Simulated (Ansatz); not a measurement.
Given:

RuO₂:
```yaml
crystal:
  lattice:
    - [4.47936, 0.00000, 0.00000]
    - [0.00000, 4.47936, 0.00000]
    - [0.00000, 0.00000, 3.10742]
  atoms:
    - { symbol: Ru, position: [0.50000, 0.50000, 0.50000] }
    - { symbol: Ru, position: [0.00000, 0.00000, 0.00000] }
    - { symbol: O, position: [0.80533, 0.19467, 0.50000] }
    - { symbol: O, position: [0.19467, 0.80533, 0.50000] }
    - { symbol: O, position: [0.30533, 0.30533, 0.00000] }
    - { symbol: O, position: [0.69467, 0.69467, 0.00000] }
```

This is the r²SCAN-relaxed structure.

Question: All from DFT-r²SCAN in the program Ansatz with PAW potentials, unless another level is named. Predict the Hill bulk and shear moduli.

Answer: 285 and 105 GPa.

Question: And the highest zone-centre frequency?

Answer: 708 cm⁻¹.

Space group P4_2/mnm (rutile). The r²SCAN relaxation kept the symmetry of its start; of distortions, only those at the zone centre were tested. No spin polarisation was allowed. As this level gives no gap, shear constants depend on the k-mesh and smearing (Fermi–Dirac, 0.1 eV here). As this level gives no gap, phonon frequencies hold no LO–TO term and depend on the k-mesh and smearing (Fermi–Dirac, 0.1 eV here).

Potentials: the later of the program's two PAW sets.
